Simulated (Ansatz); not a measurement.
# AlAs (zincblende type): Wannier functions and tight-binding models, part 2 of 3

Where do the localised orbitals of AlAs (zincblende type) sit, how far are they spread, and how do the settings change that? Plan: PBE, anion s p, 6×6×6; PBE, anion s p, 4×4×4; PBE, anion s p, 8×8×8; PBE, anion p, 6×6×6; PBE, all s p, disentangled, 6×6×6; PBE, cation s and anion p, disentangled, 6×6×6; r2SCAN, anion s p, 6×6×6; r2SCAN, all s p, disentangled, 6×6×6; r2SCAN, anion p, 6×6×6; HSE06, anion s p, 6×6×6; HSE06, anion p, 6×6×6 (level, trial orbitals, Wannier mesh).

Ansatz 0.2.0; plane waves, PAW. Earlier steps stand in the parts before.

### Step 6. PBE, all s p, disentangled, 6×6×6

The input, input.yaml:

```yaml
crystal:
  lattice:
    - [0.0, 2.8389246371, 2.8389246371]
    - [2.8389246371, 0.0, 2.8389246371]
    - [2.8389246371, 2.8389246371, 0.0]
  atoms:
    - { symbol: Al, position: [0.0, 0.0, 0.0] }
    - { symbol: As, position: [0.25, 0.25, 0.25] }
kpoints:
  mp_grid: { grid: [6, 6, 6] }
  band_path:
    path:
      - [[0.0, 0.0, 0.0], [-0.5, -0.5, -7.089557527017e-34], [-0.375, -0.375, 0.25]]
      - [[-0.375, -9.615349942967e-18, 0.375], [0.0, 0.0, 0.0], [1.031079456582e-17, 1.031079456582e-17, 0.5], [-0.5, -0.25, 0.25], [-0.5, -0.5, -7.089557527017e-34]]
    npoints: 10
hamiltonian:
  xc: pbe
scf:
  occupations: { method: fixed }
  n_extra_bands: 8
output:
  forces: false
  stress: false
  eigenvalues: true
  wannier:
    kmesh: [6, 6, 6]
    projections:
      - { species: As, l: s, shell: 4 }
      - { species: As, l: p, shell: 4 }
      - { species: Al, l: s, shell: 3 }
      - { species: Al, l: p, shell: 3 }
    minimise: true
    write_hr: true
    conv_tol: 1.0e-08
    max_iter: 3000
    disentanglement: { window: [-19.73, 23.73], frozen_window: [-1.73, 9.23] }
```

On the command line:

```
ansatz run input.yaml --threads 4 --pin off --max-ram 3686MiB --backend cpu --events-out ev --progress --plain --runs-dir out
```

The log of the run:

```text
Warning: RAYON_NUM_THREADS=4 ignored (pool sized by the plan → 4); use --threads N
scf.n_extra_bands = 8 over 9 filled bands (N_el = 18.0): the run solves 17 bands
[... 9 set-up lines as earlier in the session ...]
Crystal: 2 atoms, lattice volume = 45.761 Å³
Basis set: ecut = 420 eV, 893 PW (Γ)
Bands: 17, of which v1, the nominal top of the filled ones, is band 9 counted from 1 (8 counted from 0)
[... 2 set-up lines as earlier in the session ...]
k-points: 16 of 216 (time reversal used)
[... 8 set-up lines as earlier in the session ...]
SCF iter   1: F=—  HF=-5394.597659 eV  |F-HF|=—  |Δ(HF+E_count)|=         —  Δρ=1.44e-3  dr2=1.72e-3  ethr=1.77e-3  ⟨swp⟩=4.6  Hψ=1253  notcnv=0  defer=87
preconditioner: auto → none  [insulator: Δε(μ)=1.435 eV  Ē_g=12.858 eV  n_scr=14 (ndim 8)  ℏωp=15.5 eV  f_vac=0.006  ε∞_Penn≈2.5]
SCF iter   2: F=—  HF=-5394.596968 eV  |F-HF|=—  |Δ(HF+E_count)|=   6.91e-4  Δρ=4.46e-4  dr2=8.97e-5  ethr=9.58e-6  ⟨swp⟩=2.2  Hψ=467  notcnv=0  defer=91
SCF iter   3: F=—  HF=-5394.597005 eV  |F-HF|=—  |Δ(HF+E_count)|=   3.76e-5  Δρ=1.74e-4  dr2=8.60e-6  ethr=4.98e-7  ⟨swp⟩=2.1  Hψ=283  notcnv=0  defer=75
SCF iter   4: F=—  HF=-5394.597015 eV  |F-HF|=—  |Δ(HF+E_count)|=   9.75e-6  Δρ=2.81e-5  dr2=4.34e-7  ethr=4.78e-8  ⟨swp⟩=2.0  Hψ=367  notcnv=0  defer=92
iter 5 did not close the SCF: its close was put off for the readings that it lacked (scf_convergence_deferred on its scf_iter line)
SCF iter   5: F=-5394.597015 eV  HF=-5394.597015 eV  |F-HF|=3.90e-8  |Δ(HF+E_count)|=   3.34e-7  Δρ=1.13e-5  dr2=2.98e-8  ethr=2.41e-9  ⟨swp⟩=2.0  Hψ=367  notcnv=0  defer=92
SCF iter   6: F=-5394.597015 eV  HF=-5394.597015 eV  |F-HF|=2.42e-10  |Δ(HF+E_count)|=   4.49e-8  Δρ=1.09e-6  dr2=4.03e-10  ethr=1.65e-10  ⟨swp⟩=5.9  Hψ=1472  notcnv=0
SCF 1 converged in 6 iterations: F = -5394.597015 eV  dr2 = 4.03e-10
NSCF: frozen V_eff on 62 k-points
NSCF: frozen V_eff on 19 k-points
the Wannier pass solved 19 of the 216 points of its mesh, and has the states at the others by symmetry: states obtained by the crystal's operations at points that were solved too leave a residual of 2.99e-13 eV (read by the count's bands and the next), within 6.67e-6 eV
NSCF: frozen V_eff on 19 k-points
the Wannier pass solved 19 of the 216 points of its mesh, and has the states at the others by symmetry: states obtained by the crystal's operations at points that were solved too leave a residual of 2.14e-13 eV (read by the count's bands and the next), within 6.67e-6 eV
SCF converged after 6 iterations
Free energy (F): -5394.597015 eV
Harris-Foulkes:  -5394.597015 eV  (|F-HF|=2.42e-10)
Internal energy: -5394.597015 eV  (E = F + TS)
E sigma→0 (E₀):  -5394.597015 eV
Fermi energy:    6.273830 eV
--- Per-component energies (eV) ---
  E_band       = -267.754883
  E_kinetic    = 126.598864
  E_local      = -2120.745025  (includes V_loc(G=0)·N_el)
  E_nonlocal   = -659.970100
  E_hartree    = 1133.563421
  E_xc         = -118.998822
  E_vxc        = -108.310623  (∫ρ·V_xc dr)
  E_paw        = -2303.082342  (= ΣΔE_a)
  E_vpaw       = 227.545906  (= ΣTr[D̂ρ^β])
  E_aug_tail   = 0.000006  (compensation charges beyond the density's cutoff)
  E_ewald      = -1451.963017
  E_smearing   = -0.000000  (= −TS)
  E_closure    = -0.000000  (closes the sum)
  Σ components = -5394.597015   (vs F -5394.597015, Δ=0.00e0)
--- Band table (eV; the first three rows and the last of 16) ---
  k-point 0: bands = ["-28.0884", "-28.0884", "-28.0884", "-28.0781", "-28.0781", "-5.5395", "6.2738", "6.2738", "6.2738", "8.2557", "10.5579", "10.5579", "10.5579", "15.1140", "15.2802", "15.2802", "17.6909"]
  k-point 1: bands = ["-28.0883", "-28.0882", "-28.0882", "-28.0781", "-28.0781", "-5.2748", "4.1863", "6.0143", "6.0143", "9.0550", "10.9899", "10.9899", "11.4325", "14.5035", "14.5035", "15.9923", "17.2765"]
  k-point 2: bands = ["-28.0882", "-28.0877", "-28.0877", "-28.0780", "-28.0780", "-4.6066", "1.8162", "5.6183", "5.6183", "8.6121", "11.1328", "11.1328", "13.7330", "15.3053", "15.3053", "15.6129", "20.1479"]
  k-point 15: bands = ["-28.0885", "-28.0872", "-28.0866", "-28.0784", "-28.0775", "-3.5805", "1.1170", "3.3759", "3.6212", "9.4491", "10.3779", "13.3640", "14.0688", "16.7898", "18.5729", "18.7598", "20.1087"]
Wannier search: line search 1 of at most 3000: gauge-dependent spread (as the search counts it) 6.5769730 Å², largest recent change 2.0e0 Å² and fall left 7.2e-3 Å² against conv_tol 1.0e-8 Å², 0 stops escaped
WARN: <dir> by an estimate from the overlaps, the levels of the selected subspace lie 0.024 eV from the frozen bands on average, midway between mesh points. Up to 0.02 eV counts as a good interpolation. More projections, another frozen window or a finer output.wannier.kmesh can bring them closer
```

Wall time 5.8 s (4 threads of Intel Xeon Platinum 8259CL at 2.50GHz (Skylake/Cascade Lake), shared host); peak memory 0.45 GiB.

wannier.win, as written (k points left out):

```
! ansatz wannier90 interface
! projections by site (counted from 0) and shell: 1 4S, 1 4P, 0 3S, 0 3P
! states of the run's bands (counted from 1): 1-22
num_bands = 22
num_wann  = 8
num_iter  = 2000
conv_tol = 1e-8
conv_window = 5
dis_win_min = -19.73
dis_win_max = 23.73
dis_froz_min = -1.73
dis_froz_max = 9.23
dis_num_iter = 10000
guiding_centres = true
write_hr = true

begin unit_cell_cart
Ang
  0.0  2.8389246371  2.8389246371
  2.8389246371  0.0  2.8389246371
  2.8389246371  2.8389246371  0.0
end unit_cell_cart

begin atoms_frac
Al  0.0  0.0  0.0
As  0.25  0.25  0.25
end atoms_frac

mp_grid = 6 6 6
```

The windows are typed on the program's own energy scale, on which the last band filled by count tops at 6.27 eV.

The head of wannier.spreads.toml:

```toml
omega_i_ang2 = 11.77160121033674
omega_d_ang2 = 0.0560337910347506
omega_od_ang2 = 1.667023192055779
omega_total_ang2 = 13.49465819342727
least_projectability = 0.6488310687369067
b_vectors_match_mmn = true
n_iter = 29
converged = true
rejected_fitted_steps = 1
dis_converged = true
dis_n_iter = 249
dis_n_moved = 0
dis_level_miss = 0.02359158809173823
```

The functions (centres in Å, on-site energies from the top of the filled bands):

```
n       x       y       z  spread (Å²)  on-site (eV)  nearest atoms  distance (Å)
1   1.058   1.058   1.781        1.566        -1.595            As2          0.63
2   1.781   1.781   1.781        1.566        -1.595            As2          0.63
3   1.781   1.058   1.058        1.566        -1.595            As2          0.63
4   1.058   1.781   1.058        1.566        -1.595            As2          0.63
5   0.551   0.551  -0.551        1.807         2.743            Al1          0.96
6  -0.551  -0.551  -0.551        1.807         2.743            Al1          0.96
7  -0.551   0.551   0.551        1.807         2.743            Al1          0.96
8   0.551  -0.551   0.551        1.807         2.743            Al1          0.96
```

The largest hoppings ⟨m, 0|H|n, R⟩, one of each Hermitian pair (moduli):

```
m  n      R  distance (Å)  |t| (eV)
1  3  0 0 0          1.02     2.478
3  4  0 0 0          1.02     2.478
2  3  0 0 0          1.02     2.478
1  4  0 0 0          1.02     2.478
1  2  0 0 0          1.02     2.478
2  4  0 0 0          1.02     2.478
5  7  0 0 0          1.56     1.469
6  7  0 0 0          1.56     1.469
5  6  0 0 0          1.56     1.469
5  8  0 0 0          1.56     1.469
7  8  0 0 0          1.56     1.469
6  8  0 0 0          1.56     1.469
1  6  0 1 0          2.09     1.437
3  6  0 0 1          2.09     1.437
```

Interpolated bands at the corners of the path, eV from the top of the filled bands:

```
point      e1     e2     e3     e4    e5    e6     e7     e8
    Γ  -11.76   0.00   0.00   0.00  1.98  4.41   4.41   4.41
    X   -9.88  -5.39  -2.15  -2.15  1.46  2.30  10.29  10.29
    U   -9.91  -5.14  -3.38  -1.79  2.26  5.71   8.50   8.75
    K   -9.91  -5.14  -3.38  -1.79  2.26  5.71   8.50   8.75
    Γ  -11.76   0.00   0.00   0.00  1.98  4.41   4.41   4.41
    L  -10.40  -5.52  -0.82  -0.82  2.11  5.55   5.55   8.99
    W   -9.84  -5.06  -3.15  -2.81  4.69  5.80   6.02   9.19
    X   -9.88  -5.39  -2.15  -2.15  1.46  2.30  10.29  10.29
```

Along the path each interpolated band stays within 0.05, 0.01, 0.02, 0.04, 0.37, 0.87, 0.87, 1.34 eV of the nearest computed level, from the lowest band up; bands outside the frozen window needn't match, and between the mesh's points a coarse mesh lets the others stray too.

Misses of an eV or more mean that the model does not follow those bands.

### Step 7. PBE, cation s and anion p, disentangled, 6×6×6

input.yaml: that of step 6 with these lines changed.

```diff
@@ -19,3 +19,3 @@
   occupations: { method: fixed }
-  n_extra_bands: 8
+  n_extra_bands: 6
 output:
@@ -26,7 +26,3 @@
     kmesh: [6, 6, 6]
-    projections:
-      - { species: As, l: s, shell: 4 }
-      - { species: As, l: p, shell: 4 }
-      - { species: Al, l: s, shell: 3 }
-      - { species: Al, l: p, shell: 3 }
+    projections: [{ species: Al, l: s, shell: 3 }, { species: As, l: p, shell: 4 }]
     minimise: true
@@ -35,2 +31,2 @@
     max_iter: 3000
-    disentanglement: { window: [-19.73, 23.73], frozen_window: [-1.73, 9.23] }
+    disentanglement: { window: [-3.73, 19.73], frozen_window: [1.27, 8.53] }
```

On the command line:

```
ansatz run input.yaml --threads 4 --pin off --max-ram 3686MiB --backend cpu --events-out ev --progress --plain --runs-dir out
```

The log of the run:

```text
Warning: RAYON_NUM_THREADS=4 ignored (pool sized by the plan → 4); use --threads N
scf.n_extra_bands = 6 over 9 filled bands (N_el = 18.0): the run solves 15 bands
[... 9 set-up lines as earlier in the session ...]
Crystal: 2 atoms, lattice volume = 45.761 Å³
Basis set: ecut = 420 eV, 893 PW (Γ)
Bands: 15, of which v1, the nominal top of the filled ones, is band 9 counted from 1 (8 counted from 0)
[... 2 set-up lines as earlier in the session ...]
k-points: 16 of 216 (time reversal used)
[... 8 set-up lines as earlier in the session ...]
SCF iter   1: F=—  HF=-5394.597662 eV  |F-HF|=—  |Δ(HF+E_count)|=         —  Δρ=1.45e-3  dr2=1.75e-3  ethr=1.77e-3  ⟨swp⟩=4.6  Hψ=1164  notcnv=0  defer=58
preconditioner: auto → none  [insulator: Δε(μ)=1.435 eV  Ē_g=11.384 eV  n_scr=14 (ndim 8)  ℏωp=15.5 eV  f_vac=0.006  ε∞_Penn≈2.9]
SCF iter   2: F=—  HF=-5394.596966 eV  |F-HF|=—  |Δ(HF+E_count)|=   6.96e-4  Δρ=4.49e-4  dr2=8.84e-5  ethr=9.71e-6  ⟨swp⟩=2.1  Hψ=432  notcnv=0  defer=59
SCF iter   3: F=—  HF=-5394.597005 eV  |F-HF|=—  |Δ(HF+E_count)|=   3.90e-5  Δρ=1.78e-4  dr2=9.14e-6  ethr=4.91e-7  ⟨swp⟩=2.2  Hψ=277  notcnv=0  defer=45
SCF iter   4: F=—  HF=-5394.597015 eV  |F-HF|=—  |Δ(HF+E_count)|=   1.00e-5  Δρ=2.64e-5  dr2=3.44e-7  ethr=5.08e-8  ⟨swp⟩=2.4  Hψ=348  notcnv=0  defer=59
iter 5 did not close the SCF: its close was put off for the readings that it lacked (scf_convergence_deferred on its scf_iter line)
SCF iter   5: F=-5394.597015 eV  HF=-5394.597015 eV  |F-HF|=3.50e-8  |Δ(HF+E_count)|=   2.15e-7  Δρ=1.09e-5  dr2=2.89e-8  ethr=1.91e-9  ⟨swp⟩=2.0  Hψ=363  notcnv=0  defer=60
SCF iter   6: F=-5394.597015 eV  HF=-5394.597015 eV  |F-HF|=5.54e-10  |Δ(HF+E_count)|=   4.11e-8  Δρ=1.16e-6  dr2=4.19e-10  ethr=1.61e-10  ⟨swp⟩=5.4  Hψ=1191  notcnv=0
SCF 1 converged in 6 iterations: F = -5394.597015 eV  dr2 = 4.19e-10
NSCF: frozen V_eff on 62 k-points
NSCF: frozen V_eff on 19 k-points
the Wannier pass solved 19 of the 216 points of its mesh, and has the states at the others by symmetry: states obtained by the crystal's operations at points that were solved too leave a residual of 1.78e-13 eV (read by the count's bands and the next), within 6.67e-6 eV
NSCF: frozen V_eff on 19 k-points
the Wannier pass solved 19 of the 216 points of its mesh, and has the states at the others by symmetry: states obtained by the crystal's operations at points that were solved too leave a residual of 2.11e-13 eV (read by the count's bands and the next), within 6.67e-6 eV
NSCF: frozen V_eff on 19 k-points
the Wannier pass solved 19 of the 216 points of its mesh, and has the states at the others by symmetry: states obtained by the crystal's operations at points that were solved too leave a residual of 2.79e-13 eV (read by the count's bands and the next), within 6.67e-6 eV
SCF converged after 6 iterations
Free energy (F): -5394.597015 eV
Harris-Foulkes:  -5394.597015 eV  (|F-HF|=5.54e-10)
Internal energy: -5394.597015 eV  (E = F + TS)
E sigma→0 (E₀):  -5394.597015 eV
Fermi energy:    6.273832 eV
--- Per-component energies (eV) ---
  E_band       = -267.754697
  E_kinetic    = 126.598863
  E_local      = -2120.744934  (includes V_loc(G=0)·N_el)
  E_nonlocal   = -659.970004
  E_hartree    = 1133.563328
  E_xc         = -118.998819
  E_vxc        = -108.310620  (∫ρ·V_xc dr)
  E_paw        = -2303.082439  (= ΣΔE_a)
  E_vpaw       = 227.545908  (= ΣTr[D̂ρ^β])
  E_aug_tail   = 0.000006  (compensation charges beyond the density's cutoff)
  E_ewald      = -1451.963017
  E_smearing   = -0.000000  (= −TS)
  E_closure    = -0.000000  (closes the sum)
  Σ components = -5394.597015   (vs F -5394.597015, Δ=0.00e0)
--- Band table (eV; the first three rows and the last of 16) ---
  k-point 0: bands = ["-28.0884", "-28.0884", "-28.0884", "-28.0781", "-28.0781", "-5.5395", "6.2738", "6.2738", "6.2738", "8.2557", "10.5579", "10.5579", "10.5579", "15.1140", "15.2802"]
  k-point 1: bands = ["-28.0883", "-28.0881", "-28.0881", "-28.0781", "-28.0781", "-5.2748", "4.1863", "6.0143", "6.0143", "9.0550", "10.9899", "10.9899", "11.4325", "14.5035", "14.5035"]
  k-point 2: bands = ["-28.0882", "-28.0877", "-28.0877", "-28.0780", "-28.0780", "-4.6066", "1.8162", "5.6183", "5.6183", "8.6121", "11.1328", "11.1328", "13.7330", "15.3053", "15.3053"]
  k-point 15: bands = ["-28.0885", "-28.0872", "-28.0865", "-28.0784", "-28.0775", "-3.5805", "1.1170", "3.3759", "3.6212", "9.4491", "10.3779", "13.3640", "14.0688", "16.7898", "18.5729"]
Wannier search: line search 1 of at most 3000: gauge-dependent spread (as the search counts it) 6.4318620 Å², largest recent change 3.5e0 Å² and fall left 1.4e0 Å² against conv_tol 1.0e-8 Å², 0 stops escaped
WARN: <dir> by an estimate from the overlaps, the levels of the selected subspace lie 0.042 eV from the frozen bands on average, midway between mesh points. Up to 0.02 eV counts as a good interpolation. More projections, another frozen window or a finer output.wannier.kmesh can bring them closer
```

It took 4.8 s on 4 threads of Intel Xeon Platinum 8259CL at 2.50GHz (Skylake/Cascade Lake), shared host; peak memory 0.45 GiB.

wannier.win, as written (k points left out):

```
! ansatz wannier90 interface
! projections by site (counted from 0) and shell: 0 3S, 1 4P
! states of the run's bands (counted from 1): 1-19
num_bands = 19
num_wann  = 4
num_iter  = 2000
conv_tol = 1e-8
conv_window = 5
dis_win_min = -3.73
dis_win_max = 19.73
dis_froz_min = 1.27
dis_froz_max = 8.53
dis_num_iter = 10000
guiding_centres = true
write_hr = true

begin unit_cell_cart
Ang
  0.0  2.8389246371  2.8389246371
  2.8389246371  0.0  2.8389246371
  2.8389246371  2.8389246371  0.0
end unit_cell_cart

begin atoms_frac
Al  0.0  0.0  0.0
As  0.25  0.25  0.25
end atoms_frac

mp_grid = 6 6 6
```

The windows are typed on the program's own energy scale, on which the last band filled by count tops at 6.27 eV.

The head of wannier.spreads.toml:

```toml
omega_i_ang2 = 13.091671850636644
omega_d_ang2 = 0.2358421086695521
omega_od_ang2 = 1.2003657423890461
omega_total_ang2 = 14.527879701695241
least_projectability = -6.896582374804222e-18
b_vectors_match_mmn = true
n_iter = 44
converged = true
rejected_fitted_steps = 4
dis_converged = true
dis_n_iter = 52
dis_n_moved = 1
dis_level_miss = 0.041749593710367634
```

The functions (centres in Å, on-site energies from the top of the filled bands):

```
n       x       y       z  spread (Å²)  on-site (eV)  nearest atoms  distance (Å)
1  -1.420  -1.419  -1.419        5.651         2.599        4 atoms          2.46
2   1.571   1.714   1.268        2.959        -2.252            As2          0.36
3   1.125   1.268   1.268        2.959        -2.252            As2          0.36
4   1.571   1.268   1.714        2.959        -2.252            As2          0.36
```

The largest hoppings ⟨m, 0|H|n, R⟩, one of each Hermitian pair (moduli):

```
m  n      R  distance (Å)  |t| (eV)
4  1  1 0 1          3.01     0.757
2  1  1 1 0          3.01     0.757
3  1  1 0 1          3.01     0.757
3  1  1 1 0          3.01     0.757
2  1  1 0 0          3.01     0.757
4  1  1 0 0          3.01     0.757
2  1  0 0 1          2.71     0.746
4  1  0 1 0          2.71     0.746
2  1  0 1 1          2.71     0.746
4  1  0 1 1          2.71     0.746
3  1  0 1 0          2.71     0.746
3  1  0 0 1          2.71     0.746
4  3  0 1 0          3.38     0.572
2  3  0 0 1          3.38     0.572
```

Interpolated bands at the corners of the path, eV from the top of the filled bands:

```
point     e1     e2     e3    e4
    Γ   0.00   0.00   0.00  1.98
    X  -5.38  -2.15  -2.15  1.46
    U  -5.14  -3.39  -1.76  2.32
    K  -5.15  -3.38  -1.77  2.33
    Γ   0.00   0.00   0.00  1.98
    L  -5.51  -0.82  -0.82  2.11
    W  -5.05  -3.07  -2.83  4.81
    X  -5.38  -2.15  -2.15  1.46
```

Along the path each interpolated band stays within 0.10, 0.07, 0.05, 1.72 eV of the nearest computed level, from the lowest band up; bands outside the frozen window needn't match, and between the mesh's points a coarse mesh lets the others stray too.

Misses of an eV or more mean that the model does not follow those bands.

The least projectability is 0.00: some state is hardly reached by the trial orbitals.

### Step 8. r2SCAN, anion s p, 6×6×6

input.yaml: that of step 7 with these lines changed.

```diff
@@ -16,3 +16,3 @@
 hamiltonian:
-  xc: pbe
+  xc: r2scan
 scf:
@@ -26,3 +26,3 @@
     kmesh: [6, 6, 6]
-    projections: [{ species: Al, l: s, shell: 3 }, { species: As, l: p, shell: 4 }]
+    projections: [{ species: As, l: s, shell: 4 }, { species: As, l: p, shell: 4 }]
     minimise: true
@@ -31,2 +31,5 @@
     max_iter: 3000
-    disentanglement: { window: [-3.73, 19.73], frozen_window: [1.27, 8.53] }
+  write_density: true
+  write_potential: true
+  elf: true
+  volumetric_format: npy
```

On the command line:

```
ansatz run input.yaml --threads 4 --pin off --max-ram 3686MiB --backend cpu --events-out ev --progress --plain --runs-dir out
```

The log of the run, cut to the lines that bear on the results:

```text
Warning: RAYON_NUM_THREADS=4 ignored (pool sized by the plan → 4); use --threads N
scf.n_extra_bands = 6 over 9 filled bands (N_el = 18.0): the run solves 15 bands
[...]
[... 1 set-up line as earlier in the session ...]
Pseudopotential: Al, paw, valence charge 3, recommended cutoff 500 eV (meta_gga), Al.paw.azcp
Pseudopotential: As, paw, valence charge 15, recommended cutoff 500 eV (meta_gga), As.paw.azcp
Functional definition: r2SCAN
[...]
Crystal: 2 atoms, lattice volume = 45.761 Å³
[...]
Free energy (F): -5406.235125 eV
[...]
E sigma→0 (E₀):  -5406.235125 eV
Fermi energy:    6.062055 eV
[...]
--- Band table (eV; the first three rows and the last of 16) ---
  k-point 0: bands = ["-28.8911", "-28.8911", "-28.8911", "-28.8782", "-28.8782", "-6.2053", "6.0621", "6.0621", "6.0621", "8.6933", "10.7670", "10.7670", "10.7670", "15.6007", "15.6007"]
[...]
Wannier search: line search 1 of at most 3000: gauge-dependent spread (as the search counts it) 3.3074813 Å², largest recent change 2.8e-1 Å² and fall left 8.3e-4 Å² against conv_tol 1.0e-8 Å², 0 stops escaped
```

Run time: 2.9 s. Hardware: 4 threads of Intel Xeon Platinum 8259CL at 2.50GHz (Skylake/Cascade Lake), shared host; peak memory 0.46 GiB.

wannier.win names the bands that the functions span: 6-9 (counted from 1; 9 are filled).

The head of wannier.spreads.toml:

```toml
omega_i_ang2 = 6.707554149347956
omega_d_ang2 = 0.002529428902275677
omega_od_ang2 = 0.6759523724827133
omega_total_ang2 = 7.386035950732945
least_projectability = 0.8528207345062379
b_vectors_match_mmn = true
n_iter = 23
converged = true
rejected_fitted_steps = 1
```

The functions (centres in Å, on-site energies from the top of the filled bands):

```
n      x      y      z  spread (Å²)  on-site (eV)  nearest atoms  distance (Å)
1  0.931  1.908  1.908        1.847        -4.776            As2          0.85
2  1.908  0.931  1.908        1.847        -4.776            As2          0.85
3  0.931  0.931  0.931        1.847        -4.776            As2          0.85
4  1.908  1.908  0.931        1.847        -4.776            As2          0.85
```

Along the path each interpolated band stays within 0.01, 0.10, 0.05, 0.02 eV of the nearest computed level, from the lowest band up.

(Part 2 of 3 ends here.)
